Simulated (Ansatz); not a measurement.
**Se: levels along high-symmetry lines**

```
Se
1.0
     5.68100    3.27993    1.47633
    -5.68100    3.27993    1.47633
     0.00000   -6.55985    1.47633
Se
6
Direct
  0.28066 0.16251 0.91818
  0.91818 0.28066 0.16251
  0.16251 0.91818 0.28066
  0.71934 0.83749 0.08182
  0.08182 0.71934 0.83749
  0.83749 0.08182 0.71934
```

Atoms are numbered in the order listed.

The cell is COD entry 9013138, as deposited and not checked against the literature; nothing was relaxed.

Theory: DFT, PBE, all-electron LAPW, scalar-relativistic in Ansatz 0.2.0.

Sampling and basis: a Γ-centred 6×6×6 k mesh, Fermi–Dirac smearing of 0.01 eV, basis error target 1 meV/atom, no spin polarisation.

Points in fractions of the reciprocal vectors of this cell: Γ (0, 0, 0), L (0.5, 0, 0), T (0.5, -0.5, 0.5), P0 (0.2, -0.8, 0.2), P2 (0.2, 0.2, 0.2), F (0.5, -0.5, 0). The path joins them by straight lines in the order Γ–L–T–P0–P2–Γ–F; legs that retrace an earlier one aren't tabulated. Energies are in eV from the top of the valence band.

Metal or insulator at this level of theory?

An insulator or semiconductor: gap 1.16 eV, indirect from T (0.5, -0.5, 0.5) to the line P0 (0.2, -0.8, 0.2)–P2 (0.2, 0.2, 0.2).

Tabulate bands 69 to 75, counted from the lowest band of the run, along the path.


| k (1/Å) | point | band 69 | band 70 | band 71 | band 72 | band 73 | band 74 | band 75 |
| --- | --- | --- | --- | --- | --- | --- | --- | --- |
| 0.00 | Γ | -0.79 | -0.79 | -0.69 | -0.69 | 1.75 | 1.75 | 2.60 |
| 0.11 |  | -0.94 | -0.87 | -0.61 | -0.52 | 1.68 | 1.74 | 2.51 |
| 0.22 |  | -0.95 | -0.87 | -0.51 | -0.40 | 1.55 | 1.72 | 2.36 |
| 0.33 |  | -0.97 | -0.64 | -0.45 | -0.42 | 1.52 | 1.72 | 2.22 |
| 0.44 |  | -0.96 | -0.64 | -0.46 | -0.40 | 1.68 | 1.73 | 2.12 |
| 0.56 |  | -0.95 | -0.88 | -0.40 | -0.38 | 1.72 | 1.86 | 2.21 |
| 0.67 |  | -1.15 | -0.92 | -0.37 | -0.37 | 1.71 | 1.88 | 2.48 |
| 0.78 | L | -1.31 | -0.92 | -0.37 | -0.36 | 1.70 | 1.87 | 2.61 |
| 0.86 |  | -1.29 | -0.91 | -0.63 | -0.20 | 1.66 | 1.91 | 2.61 |
| 0.94 |  | -1.26 | -0.99 | -0.85 | -0.12 | 1.58 | 1.90 | 2.73 |
| 1.01 |  | -1.30 | -1.20 | -0.90 | -0.08 | 1.51 | 1.78 | 2.70 |
| 1.09 |  | -1.49 | -1.20 | -0.99 | -0.06 | 1.47 | 1.65 | 2.40 |
| 1.17 |  | -1.57 | -1.22 | -1.12 | -0.03 | 1.45 | 1.54 | 2.12 |
| 1.25 |  | -1.56 | -1.27 | -1.24 | -0.01 | 1.45 | 1.47 | 1.94 |
| 1.33 | T | -1.54 | -1.30 | -1.30 | 0.00 | 1.44 | 1.44 | 1.87 |
| 1.51 |  | -1.57 | -1.24 | -1.24 | -0.14 | 1.55 | 1.55 | 1.96 |
| 1.70 |  | -1.59 | -1.09 | -1.09 | -0.54 | 1.75 | 1.75 | 2.22 |
| 1.88 |  | -1.53 | -1.10 | -0.90 | -0.90 | 1.84 | 1.84 | 2.54 |
| 2.06 |  | -1.44 | -1.41 | -0.90 | -0.90 | 1.98 | 1.98 | 2.54 |
| 2.24 |  | -1.39 | -1.05 | -1.02 | -1.02 | 2.12 | 2.43 | 2.43 |
| 2.42 |  | -1.39 | -0.96 | -0.96 | -0.69 | 1.71 | 2.64 | 2.64 |
| 2.61 | P0 | -1.29 | -0.76 | -0.76 | -0.50 | 1.44 | 2.26 | 2.26 |
| 2.83 |  | -1.20 | -1.14 | -0.83 | -0.66 | 1.70 | 2.48 | 2.66 |
| 3.05 |  | -1.20 | -1.07 | -0.89 | -0.79 | 1.88 | 1.93 | 2.49 |
| 3.27 |  | -1.26 | -1.01 | -0.89 | -0.51 | 1.34 | 1.86 | 2.30 |
| 3.49 |  | -1.02 | -0.88 | -0.70 | -0.35 | 1.16 | 1.92 | 2.21 |
| 3.72 |  | -1.01 | -0.76 | -0.48 | -0.28 | 1.42 | 1.86 | 2.15 |
| 3.94 |  | -1.03 | -0.65 | -0.50 | -0.31 | 1.39 | 1.88 | 2.08 |
| 4.16 | P2 | -1.29 | -0.76 | -0.76 | -0.50 | 1.44 | 2.26 | 2.26 |
| 4.28 |  | -1.19 | -0.61 | -0.61 | -0.40 | 1.35 | 2.03 | 2.03 |
| 4.41 |  | -1.10 | -0.46 | -0.46 | -0.33 | 1.35 | 1.86 | 1.86 |
| 4.53 |  | -1.06 | -0.36 | -0.36 | -0.35 | 1.48 | 1.75 | 1.75 |
| 4.65 |  | -1.05 | -0.51 | -0.32 | -0.32 | 1.71 | 1.71 | 1.75 |
| 4.77 |  | -1.03 | -0.78 | -0.38 | -0.38 | 1.71 | 1.71 | 2.09 |
| 4.89 |  | -0.93 | -0.93 | -0.53 | -0.53 | 1.74 | 1.74 | 2.42 |
| 5.01 | Γ | -0.79 | -0.79 | -0.69 | -0.69 | 1.75 | 1.75 | 2.60 |
| 5.09 |  | -0.85 | -0.82 | -0.66 | -0.63 | 1.60 | 1.73 | 2.67 |
| 5.17 |  | -0.96 | -0.84 | -0.60 | -0.57 | 1.37 | 1.68 | 2.53 |
| 5.25 |  | -1.10 | -0.86 | -0.64 | -0.54 | 1.30 | 1.63 | 2.36 |
| 5.33 |  | -1.22 | -0.93 | -0.77 | -0.48 | 1.37 | 1.64 | 2.21 |
| 5.41 |  | -1.30 | -1.07 | -0.85 | -0.43 | 1.43 | 1.74 | 2.13 |
| 5.49 |  | -1.39 | -1.15 | -0.89 | -0.40 | 1.45 | 1.76 | 2.22 |
| 5.57 | F | -1.42 | -1.17 | -0.91 | -0.38 | 1.47 | 1.73 | 2.29 |

Kohn–Sham gaps of semilocal functionals usually fall short of measured ones.
